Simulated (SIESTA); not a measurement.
Write the native input for SIESTA 5.4.2 that does the following.

```
Task                : band structure
Functional          : PBEsol
Potentials or basis : PseudoDojo 0.4 standard (PBEsol files)
Basis               : DZP (energy shift 0.003 Ry)
Grid cutoff         : 800 Ry
Energy shift        : 0.003 Ry
k mesh              : 7 × 7 × 7
Occupations         : fermi-dirac, width 0.05 eV
Spin                : no spin polarisation
```

The system is SiO2.

```
Si O
1.0
     0.00000    4.71626    7.36278
     2.35958    0.00000    7.36278
     2.35958    4.71626    0.00000
Si O
4 8
Direct
  0.93677 0.93677 0.56323
  0.68677 0.68677 0.31323
  0.31323 0.31323 0.68677
  0.56323 0.56323 0.93677
  0.06344 0.43656 0.06344
  0.43656 0.06344 0.43656
  0.81344 0.18656 0.81344
  0.18656 0.81344 0.18656
  0.12500 0.62500 0.62500
  0.62500 0.62500 0.62500
  0.62500 0.62500 0.12500
  0.62500 0.12500 0.62500
```

The cell comes from a database or a generator and needn't be the stable form of this composition.

These files were run (other wordings do the same):

SiO2.fdf

```
SystemName                      SiO2
SystemLabel                     SiO2
NumberOfSpecies                 2
NumberOfAtoms                   12
%block ChemicalSpeciesLabel
  1  14 Si
  2   8 O
%endblock ChemicalSpeciesLabel

LatticeConstant                 1.0 Ang
%block LatticeVectors
     0.0000000000     4.7162571100     7.3627753715
     2.3595806657     0.0000000000     7.3627753715
     2.3595806657     4.7162571100     0.0000000000
%endblock LatticeVectors
AtomicCoordinatesFormat         Fractional
%block AtomicCoordinatesAndAtomicSpecies
     0.9367689200     0.9367689200     0.5632310800  1  Si
     0.6867689200     0.6867689200     0.3132310800  1  Si
     0.3132310800     0.3132310800     0.6867689200  1  Si
     0.5632310800     0.5632310800     0.9367689200  1  Si
     0.0634396000     0.4365604000     0.0634396000  2  O
     0.4365604000     0.0634396000     0.4365604000  2  O
     0.8134396000     0.1865604000     0.8134396000  2  O
     0.1865604000     0.8134396000     0.1865604000  2  O
     0.1250000000     0.6250000000     0.6250000000  2  O
     0.6250000000     0.6250000000     0.6250000000  2  O
     0.6250000000     0.6250000000     0.1250000000  2  O
     0.6250000000     0.1250000000     0.6250000000  2  O
%endblock AtomicCoordinatesAndAtomicSpecies

%block kgrid.MonkhorstPack
    7   0   0  0.0
    0   7   0  0.0
    0   0   7  0.0
%endblock kgrid.MonkhorstPack
XC.Functional                   GGA
XC.Authors                      PBEsol
PAO.BasisSize                   DZP
PAO.EnergyShift                 0.003 Ry
Mesh.Cutoff                     800 Ry
OccupationFunction              FD
ElectronicTemperature           0.05 eV
MaxSCFIterations                120
SCF.MustConverge                false
SCF.Mixer.Method                Pulay
SCF.Mixer.Weight                0.25
SCF.Mixer.History               8
SCF.DM.Tolerance                5.0e-05
SCF.H.Tolerance                 1.0e-03 eV
WriteForces                     true
Charge.Mulliken                 end
BandLinesScale                  ReciprocalLatticeVectors
%block BandLines
    1    0.000000   0.000000   0.000000  \Gamma
    8    0.500000   0.000000   0.500000  Y
    5    1.000000   0.500000   0.500000  T
    8    0.500000   0.500000   0.000000  Z
    5    0.000000   0.000000   0.000000  \Gamma
   11    0.000000   0.338253   0.338253  X
    9    0.500000   0.213099   0.713099  A1
    7    0.500000   0.000000   0.500000  Y
    1    1.000000   0.500000   0.500000  T
    5    1.000000   0.661747   0.661747  X1
    1    0.000000   0.338253   0.338253  X
    5    0.500000   0.786901   0.286901  A
    9    0.500000   0.500000   0.000000  Z
    1    0.500000   0.500000   0.500000  L
    9    0.000000   0.000000   0.000000  \Gamma
%endblock BandLines
```

Potentials or basis: PseudoDojo 0.4 standard (PBEsol files), DZP (energy shift 0.003 Ry).

Launch:

```bash
$ siesta < SiO2.fdf > SiO2.out 2>&1
```

It gave:

| Quantity | Value |
| --- | --- |
| Pressure | 4.5 GPa |
| Largest force | 0.620 eV/Å |
| Band gap on the k mesh | 5.86 eV, direct |
| Band gap along the path | 5.86 eV, direct |

Caveat: the basis of atomic orbitals isn't converged, which shifts pressures, moduli and gaps.

Run time: 6.9 min on 1 thread of Arm Neoverse V1, on a shared host, peak memory 1.5 GiB.
